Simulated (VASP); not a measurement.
# Sb (Fm-3m) in VASP: further runs, part 2 of 2

VASP 6.6.1. The steps go on from the part before.

### Step 3. Single point, RPBE

This run uses another cell than the first one, of 30.33 Å³/atom, 1.227 times its volume.

INCAR reads:

```
SYSTEM = Sb
PREC = Accurate ; ENCUT = 520
EDIFF = 1E-6 ; ISMEAR = -1
SIGMA = 0.1 ; LREAL = .False.
LASPH = .True. ; NELM = 100
ALGO = Normal ; ISIF = 2
LWAVE = .False. ; LCHARG = .True.
GGA = RP ; LELF = .True.
LVHAR = .True. ; NBANDS = 8
```

KPOINTS reads:

```
regular mesh
0
Gamma
  13 13 13
  0 0 0
```

POSCAR reads:

```
Sb
1.0
    0.0000000000      2.4751190091      2.4751190091
    2.4751190091      0.0000000000      2.4751190091
    2.4751190091      2.4751190091      0.0000000000
Sb
1
Direct
    0.0000000000      0.0000000000      0.0000000000
```

Potentials or basis: VASP PAW PBE potentials, release 64 (Sb).

Command:

```bash
cat potpaw_PBE.64/Sb/POTCAR > POTCAR
mpirun -np 1 vasp_std > vasp.out
```

OUTCAR:

```text
SYSTEM = Sb
   PREC = Accurate
   ENCUT = 520
   EDIFF = 1E-6
   ISMEAR = -1
   LREAL = .False.
   LASPH = .True.
   NELM = 100
   ISIF = 2
   GGA = RP

 ion  position               nearest neighbor table
   1  0.000  0.000  0.000-

  LATTYP: Found a face centered cubic cell.
 ALAT       =     4.9502380182

  Lattice vectors:

 A1 = (   0.0000000000,   2.4751190091,   2.4751190091)
 A2 = (   2.4751190091,   0.0000000000,   2.4751190091)
 A3 = (   2.4751190091,   2.4751190091,   0.0000000000)

Analysis of symmetry for initial positions (statically):
=====================================================================
 Subroutine PRICEL returns:
 Original cell was already a primitive cell.

 Routine SETGRP: Setting up the symmetry group for a
 face centered cubic supercell.

 Subroutine GETGRP returns: Found 48 space group operations
 (whereof 48 operations were pure point group operations)
 out of a pool of 48 trial point group operations.

The static configuration has the point symmetry O_h .

Analysis of symmetry for dynamics (positions and initial velocities):
=====================================================================
 Subroutine PRICEL returns:
 Original cell was already a primitive cell.

 Routine SETGRP: Setting up the symmetry group for a
 face centered cubic supercell.

 Subroutine GETGRP returns: Found 48 space group operations
 (whereof 48 operations were pure point group operations)
 out of a pool of 48 trial point group operations.

The dynamic configuration has the point symmetry O_h .

 Subroutine INISYM returns: Found 48 space group operations
 (whereof 48 operations are pure point group operations),
 and found     1 'primitive' translations

----------------------------------------------------------------------------------------

                                     Primitive cell

  volume of cell :      30.3262

  direct lattice vectors                    reciprocal lattice vectors
     0.000000000  2.475119009  2.475119009    -0.202010488  0.202010488  0.202010488
     2.475119009  0.000000000  2.475119009     0.202010488 -0.202010488  0.202010488
     2.475119009  2.475119009  0.000000000     0.202010488  0.202010488 -0.202010488

  length of vectors
     3.500346871  3.500346871  3.500346871     0.349892430  0.349892430  0.349892430

  position of ions in fractional coordinates (direct lattice)
     0.000000000  0.000000000  0.000000000

  ion indices of the primitive-cell ions
   primitive index   ion index
                 1           1

----------------------------------------------------------------------------------------

 KPOINTS: regular mesh

Automatic generation of k-mesh.
 Grid dimensions read from file:
 generate k-points for:   13   13   13

 Generating k-lattice:

  Cartesian coordinates                     Fractional coordinates (reciprocal lattice)
    -0.015539268  0.015539268  0.015539268     0.076923077  0.000000000  0.000000000
     0.015539268 -0.015539268  0.015539268     0.000000000  0.076923077  0.000000000
     0.015539268  0.015539268 -0.015539268     0.000000000  0.000000000  0.076923077

  Length of vectors
     0.026914802  0.026914802  0.026914802

  Shift w.r.t. Gamma in fractional coordinates (k-lattice)
     0.000000000  0.000000000  0.000000000

 Subroutine IBZKPT returns following result:
 ===========================================

 Found     84 irreducible k-points:

 Following reciprocal coordinates:
            Coordinates               Weight
  0.000000  0.000000  0.000000      1.000000
  0.076923  0.000000  0.000000      8.000000
  0.153846  0.000000  0.000000      8.000000
  0.230769  0.000000  0.000000      8.000000
  0.307692  0.000000  0.000000      8.000000
  0.384615  0.000000  0.000000      8.000000
[... 16 lines left out ...]
  0.384615  0.153846  0.000000     24.000000
  0.461538  0.153846  0.000000     24.000000
 [... further k-points ...]
   k-points           NKPTS =     84   k-points in BZ     NKDIM =     84   number of bands    NBANDS=      8
   number of dos      NEDOS =    301   number of ions     NIONS =      1
   total plane-waves  NPLWV =  21952
   dimension x,y,z NGX =    28 NGY =   28 NGZ =   28
   dimension x,y,z NGXF=    56 NGYF=   56 NGZF=   56
   ions per type =               1
   NGX,Y,Z   is equivalent  to a cutoff of  13.30, 13.30, 13.30 a.u.
   NGXF,Y,Z  is equivalent  to a cutoff of  26.60, 26.60, 26.60 a.u.
 SYSTEM =  Sb
   PREC   = accura    normal or accurate (medium, high low for compatibility)
   ISTART =      0    job   : 0-new  1-cont  2-samecut
   ICHARG =      2    charge: 1-file 2-atom 10-const
   ISPIN  =      1    spin polarized calculation?
   LNONCOLLINEAR =      F non collinear calculations
   LSORBIT =      F    spin-orbit coupling
   LASPH  =      T    aspherical Exc in radial PAW
   ENCUT  =  520.0 eV  38.22 Ry    6.18 a.u.   6.51  6.51  6.51*2*pi/ulx,y,z
   NELM   =    100;   NELMIN=  2; NELMDL= -5     # of ELM steps
   EDIFF  = 0.1E-05   stopping-criterion for ELM
   LREAL  =      F    real-space projection
   EDIFFG = 0.1E-04   stopping-criterion for IOM
   NSW    =      0    number of steps for IOM
   IBRION =     -1    ionic relax: 0-MD 1-quasi-New 2-CG
   NFREE  =      0    steps in history (QN), initial steepest desc. (CG)
   ISIF   =      2    stress and relaxation
   ISYM   =      2    0-nonsym 1-usesym 2-fastsym
   POTIM  = 0.5000    time-step for ionic-motion
   TEBEG  =    0.0;   TEEND  =   0.0 temperature during run
   PSTRESS=    0.0 pullay stress
   NELECT =       5.0000    total number of electrons
   NUPDOWN=      -1.0000    fix difference up-down
   EMIN   =  10.00;   EMAX   =-10.00  energy-range for DOS
   EFERMI =   0.00;   METHOD = LEGACY
   ISMEAR =    -1;   SIGMA  =   0.10  broadening in eV -4-tet -1-fermi 0-gaus
   EFERMI_NEDOS =   21; number of points for ismear=-14 and -15
   IALGO  =     38    algorithm
   IMIX   =      4    mixing-type and parameters
     AMIX     =   0.40;   BMIX     =  1.00
     AMIX_MAG =   1.60;   BMIX_MAG =  1.00
  volume/ion in A,a.u.               =      30.33       204.65
  Fermi-wavevector in a.u.,A,eV,Ry     =   0.897688  1.696384 10.964170  0.805844
  Thomas-Fermi vector in A             =   2.020303
   LORBIT       =      0    0 simple, 1 ext, 2 COOP (PROOUT), +10 PAW based schemes
   GGA     = RP    functional components
   LHFCALC =     F    Hartree Fock is set to
   AEXX    =    0.0000 exact exchange contribution
   IVDW    =     0    specifies the selected vdW correction
   LEPSILON=     F    determine dielectric tensor
   LRPA    =     F    only Hartree local field effects (RPA)
 non-spin polarized calculation
  energy-cutoff  :      520.00
  volume of cell :       30.33
 maximum number of plane-waves:       869
 NGX is ok and might be reduce to    28
   NGX = 13   NGY = 13   NGZ = 13

 number of electron       5.0000000 magnetization

 Free energy of the ion-electron system (eV)
  ---------------------------------------------------
  ext. energy  EPLUGINS =         0.00000000
  ---------------------------------------------------
  free energy    TOTEN  =        -3.41918763 eV

  energy without entropy =       -3.39096256  energy(sigma->0) =       -3.40507509

 E-fermi :   7.1428     XC(G=0):  -9.6748

 val. band max:        7.1133285778   @ k =   0.4615   0.2308   0.0000
 cond. band min:       7.1921555897   @ k =  -0.3846   0.4615   0.0769
 fundamental gap:      0.0788270119
 Fermi energy:         7.1427834936

 k-point     1 :       0.0000    0.0000    0.0000
  band No.  band energies     occupation
      1      -4.8900      2.00000
      2      11.6749      0.00000
      3      11.6749      0.00000
      4      11.6749      0.00000
      5      16.7026      0.00000
      6      16.7026      0.00000
      7      16.7026      0.00000
      8      17.3317      0.00000
[... 243 lines left out ...]
 k-point    24 :       0.4615    0.1538    0.0000
  band No.  band energies     occupation
      1      -1.9338      2.00000
      2       3.1944      2.00000
      3       8.3748      0.00001
      4       9.3113      0.00000
      5      13.6305      0.00000
      6      16.9489      0.00000
      7      17.6809      0.00000
      8      19.3820      0.00000

 [... further k-points ...]

------------------------ aborting loop because EDIFF is reached ----------------------------------------

  FORCE on cell =-STRESS in cart. coord.  units (eV):
  Direction    XX          YY          ZZ          XY          YZ          ZX
  --------------------------------------------------------------------------------------
  -------------------------------------------------------------------------------------
  Total       -0.6678065     -0.6678065     -0.6678065     -0.0000000     -0.0000000      0.0000000
  in kB      -35.2811718    -35.2811718    -35.2811718     -0.0000000     -0.0000000      0.0000000
  external PRESSURE =     -35.2811718 kB  Pullay stress =       0.0000000 kB

 VOLUME and BASIS-vectors are now :
 -----------------------------------------------------------------------------
  energy-cutoff  :      520.00
  volume of cell :       30.33
      direct lattice vectors                 reciprocal lattice vectors
     0.000000000  2.475119009  2.475119009    -0.202010488  0.202010488  0.202010488
     2.475119009  0.000000000  2.475119009     0.202010488 -0.202010488  0.202010488
     2.475119009  2.475119009  0.000000000     0.202010488  0.202010488 -0.202010488

 POSITION                                       TOTAL-FORCE (eV/Angst)
 -----------------------------------------------------------------------------------
      0.00000      0.00000      0.00000         0.000000      0.000000      0.000000
 -----------------------------------------------------------------------------------
    total drift:                                0.000000     -0.000000     -0.000000

  FREE ENERGIE OF THE ION-ELECTRON SYSTEM (eV)
  ---------------------------------------------------
  free  energy   TOTEN  =        -3.4191876283 eV

  energy  without entropy=       -3.3909625610  energy(sigma->0) =       -3.40507509
```

OSZICAR:

```text
N       E                     dE             d eps       ncg     rms          rms(c)
DAV:   1     0.496500849530E+01    0.49650E+01   -0.16046E+03  1352   0.403E+02
DAV:   2    -0.333260187547E+01   -0.82976E+01   -0.80824E+01  1952   0.499E+01
DAV:   3    -0.342359854485E+01   -0.90997E-01   -0.90674E-01  1592   0.598E+00
DAV:   4    -0.342391761847E+01   -0.31907E-03   -0.31907E-03  2032   0.441E-01
DAV:   5    -0.342391837497E+01   -0.75650E-06   -0.75637E-06  1752   0.139E-02    0.144E+00
DAV:   6    -0.342061508610E+01    0.33033E-02   -0.33035E-03  1592   0.315E-01    0.798E-01
DAV:   7    -0.341912582722E+01    0.14893E-02   -0.71349E-03  1496   0.465E-01    0.887E-02
DAV:   8    -0.341918769689E+01   -0.61870E-04   -0.12754E-04  1832   0.852E-02    0.649E-03
DAV:   9    -0.341918762829E+01    0.68607E-07   -0.26398E-06  1992   0.124E-02
   1 F= -.34191876E+01 E0= -.34050751E+01  d E =-.282251E-01
```

stdout:

```text
POSCAR found type information on POSCAR Sb
 POSCAR found :  1 types and       1 ions
 scaLAPACK will be used
 -----------------------------------------------------------------------------
|                                                                             |
|                                                                             |
|     You enforced a specific xc type in the INCAR file but a different       |
|     I HOPE YOU KNOW WHAT YOU ARE DOING!                                     |
|                                                                             |
 -----------------------------------------------------------------------------

 LDA part: xc-table for (Slater+PW92), standard interpolation
 POSCAR, INCAR and KPOINTS ok, starting setup
 FFT: planning ... GRIDC
 FFT: planning ... GRID_SOFT
 FFT: planning ... GRID
 WAVECAR not read
 entering main loop
```

Run time: 26 s. Hardware: 1 thread of AMD EPYC 7R43 (Zen 3), shared host; peak memory 0.13 GiB.

Results:

```
Free energy            : -3.4192 eV
Pressure               : -3.5 GPa
Band gap on the k mesh : none (metal or under the smearing width)
```

Caveat: the PAW data sets were made with another functional, which shifts forces and pressure a little.
